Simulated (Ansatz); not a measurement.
Reaction (isomerisation): `C/C=C/O` → acetone

Program: Ansatz. Geometries: PBE0-D4/def2-TZVP. ΔE: electronic, gas phase. CBS: MP2 limit from def2 TZ/QZ plus the TZ coupled-cluster correction, frozen cores. DFT in def2-TZVPP. HSE06 is defined as in plane-wave codes. One conformer a species, not always the lowest.

```
         level  ΔE (kJ/mol)
   LDA (SPW92)        -53.2
      HSE06-D4        -63.3
       ωB97M-V        -66.2
        B2PLYP        -66.7
        r2SCAN        -66.7
          PBE0        -63.3
         BHLYP        -66.6
CCSD/CBS(def2)        -63.4
```

Task: What does CCSD(T)/CBS give? (Best estimate.)

Result: Computed: -62.6 kJ/mol. The listed levels differ from it by 9.4, -0.7, -3.6, -4.1, -4.1, -0.7, -4.0, -0.8 kJ/mol.

Task: What do rigid-rotor, harmonic-oscillator terms from PBE0-D4/def2-TZVP frequencies (298.15 K, 1 bar) make of the CCSD(T)/CBS value? (Best estimate.)

Result: Ansatz gave: ΔZPE = -3.9 kJ/mol, ΔH = -65.5 kJ/mol, ΔS = 12 J/(mol·K), ΔG = -69.0 kJ/mol. Modes under 50 cm⁻¹ make the entropy rough.

Largest T1 diagnostic among the species: 0.013.

In def2-TZVPP, CCSD(T) changes the Hartree–Fock value by +10.3 kJ/mol (the triples alone add +0.8 kJ/mol) and MP2 by +9.6 kJ/mol. Leaving LDA and LC-ωPBE aside and taking each functional with its dispersion term where it has one, the values, not all of them listed here, spread over 8.6 kJ/mol, from ωB97X-V to PBE-D4. LDA lies +9.2 kJ/mol from PBE without D4.

CCSD(T)/CBS has its own doubt, a few kJ/mol and more with outer-core shells, so smaller differences from it don't rank the levels.
